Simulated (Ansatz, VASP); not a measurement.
# Ir in VASP and in Ansatz

The input INCAR:

```
PREC = Accurate
ENCUT = 520
EDIFF = 1E-6
ISMEAR = -1
SIGMA = 0.1
LREAL = F
LASPH = T
NELM = 80
ALGO = Normal
ISIF = 2
LWAVE = F
LCHARG = F
GGA = PS
NBANDS = 10
```

The input KPOINTS:

```
regular mesh
0
Gamma
  19 19 19
```

The input POSCAR:

```
Ir
1.0
    0.0000000000      1.8076625852      1.8076625852
    1.8076625852      0.0000000000      1.8076625852
    1.8076625852      1.8076625852      0.0000000000
Ir
1
Direct
    0.0000000000      0.0000000000      0.0000000000
```

Input for Ansatz:

```yaml
crystal:
  lattice:
    - [0.0, 1.8076625852, 1.8076625852]
    - [1.8076625852, 0.0, 1.8076625852]
    - [1.8076625852, 1.8076625852, 0.0]
  atoms:
    - { symbol: Ir, position: [0.0, 0.0, 0.0] }
kpoints:
  mp_grid: { grid: [19, 19, 19] }
scf:
  occupations: { method: fermi_dirac, width: 0.1 }
hamiltonian:
  xc: pbesol
  pseudopotentials: { kind: all_electron, lapw: { basis_error: 0.001 } }
output:
  forces: true
  stress: true
  eigenvalues: true
  populations: true
```

Change from the starting cell: volume scaled by 0.84, LAPW.

Alike in both runs: task single point; functional PBEsol; k mesh 19 × 19 × 19; occupations fermi-dirac, width 0.1 eV; no spin polarisation.

```csv
,VASP,Ansatz
version,VASP 6.6.1,Ansatz 0.2.0
potentials or method,"VASP PAW PBE potentials, release 64 (Ir)","all-electron LAPW, scalar-relativistic"
plane-wave cutoff (eV),520,see its input
```

|  | VASP | Ansatz | Ansatz less VASP |
| --- | --- | --- | --- |
| pressure (GPa) | 106.9 | 103.2 | -3.76 |

Ansatz ran all-electron here, so the differences hold the error of VASP's frozen core and of both bases.

Caveats: the cell as given lies far from equilibrium; so large a pressure means that the cell lies far from this level's equilibrium, or that cutoff or potentials fall short (VASP); the potentials were made for another functional, which shifts forces and pressure (VASP). Spin-orbit coupling is left out, which matters for the levels of Ir.
